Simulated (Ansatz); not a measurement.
A set of 12 reactions (hydrogen abstraction), with CCSD(T)/CBS values in kJ/mol:

```
                                            reaction      ΔE
               `COBS` + `[SiH3]`• → `CO[B]S`• + SiH₄    53.4
                      `COBS` + Cl• → `CO[B]S`• + HCl     9.7
         `[OH][GaH][Cl]` + H• → `[O][GaH][Cl]`• + H₂    72.5
      `[F][SbH][SiH3]` + F• → `[F][Sb][SiH3]`• + H–F  -304.3
                      CH₄ + `[OH]`• → `[CH3]`• + H₂O   -56.4
`[OH][Ga]([F])[Cl]` + F• → `[O][Ga]([F])[Cl]`• + H–F   -57.5
        `[OH][GeH3]` + `[OH]`• → `[OH][GeH2]`• + H₂O  -149.8
            `[OH][GeH3]` + Cl• → `[OH][GeH2]`• + HCl   -70.8
                `OB(Cl)Cl` + H• → `[O]B(Cl)Cl`• + H₂    56.0
          `OB(Cl)Cl` + `[OH]`• → `[O]B(Cl)Cl`• + H₂O   -12.9
             CH₄ + `F[C](F)F`• → `[CH3]`• + `FC(F)F`    -6.6
        `C[S][GeH3]` + `[OH]`• → `C[S][GeH2]`• + H₂O  -161.2
```

Gas-phase electronic energies from Ansatz, PBE0-D4/def2-TZVP geometries. CCSD(T)/CBS is the MP2 limit (def2-TZVPP, def2-QZVPP) plus CCSD(T) − MP2 in def2-TZVPP, frozen cores. Small cases extrapolate CCSD(T) itself. Functionals use def2-TZVPP. B3LYP here is the variant with VWN-RPA as its local correlation; programs differ in this. No spin–orbit coupling; open shells (•) take unrestricted orbitals. Spin–orbit coupling would lower the free atoms: a little for Cl, F. Elements past krypton have def2 core potentials. For Ga, Ge, Sb outer-core shells are correlated without core-valence functions, so the limit isn't a true one: a few kJ/mol of doubt a bond, and 10 to 20 or more in all where bonds break to atoms. Scalar relativity is left out up to krypton. Each species was taken in one conformer, which may not be the lowest.

Problem. Give the mean, mean absolute and largest difference (level minus CCSD(T)/CBS, kJ/mol) for: PBE-D4, r2SCAN-D4, B3LYP-D4, B2PLYP, PBE, r2SCAN, PBE0, B3LYP, SCS-MP2/def2-TZVPP, CCSD/def2-TZVPP, HF/def2-QZVPP, MP2/def2-QZVPP, SCS-MP2/def2-QZVPP, MP2/CBS(def2). (An estimate is asked.)

Solution. Ansatz gave: 
```csv
level,mean,mean absolute,largest
PBE-D4,-11.8,15.2,-28.0
r2SCAN-D4,-7.5,10.5,-25.6
B3LYP-D4,-3.8,9.4,-29.1
B2PLYP,0.2,4.2,-10.0
PBE,-12.2,15.8,-29.0
r2SCAN,-7.7,10.6,-25.9
PBE0,-1.1,6.3,-13.6
B3LYP,-4.5,10.0,-31.0
SCS-MP2/def2-TZVPP,6.2,6.5,15.7
CCSD/def2-TZVPP,5.6,10.2,17.2
HF/def2-QZVPP,26.4,43.5,96.2
MP2/def2-QZVPP,0.3,16.4,41.8
SCS-MP2/def2-QZVPP,3.9,6.5,19.4
MP2/CBS(def2),-1.1,18.3,44.8
```

The largest T1 diagnostic in the set is 0.019, for `[O]B(Cl)Cl`• (customary mark 0.045).

CCSD(T)/CBS is a level of theory with its own doubt, and the functionals carry their triple-zeta basis error, so these figures describe this set and don't rank the functionals.
